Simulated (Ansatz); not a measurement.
The system is CuO.

```xyz
4
Lattice="1.9910 -2.1536 0.0000 1.9910 2.1536 0.0000 0.0000 0.0000 5.1559" Properties=species:S:1:pos:R:3 pbc="T T T"
Cu    0.9955   -1.0768    0.0000
Cu    0.9955    1.0768    2.5780
O     1.9910    0.0000    1.2890
O     1.9910    0.0000    3.8669
```

Measurements of this composition are mostly on another form, of space group No. 15.

Base run:

| Property | Result |
| --- | --- |
| Program | Ansatz 0.2.0 |
| Functional | PBE |
| Potentials or basis | Ansatz PAW |
| Cutoff | 420 eV (not typed: the program's choice for these potentials) |
| k mesh | 9 × 9 × 5 |
| Occupations | fermi-dirac, width 0.05 eV |
| Spin | no spin polarisation |
| Hubbard terms | Cu d U = 8 eV |

Its results: band gap on the k mesh none (metal or under the smearing width); pressure 6.2 GPa.

**Question.** The run is repeated on the same cell with these changes: hubbard terms from Cu d U = 8 eV to Cu d U = 1 eV. What comes out?

**Answer.** Band gap on the k mesh none (metal or under the smearing width); pressure 1.9 GPa.

Caveats: the run has no spin polarisation, though such a crystal can be magnetic; U without spin polarisation on a metal has little footing.
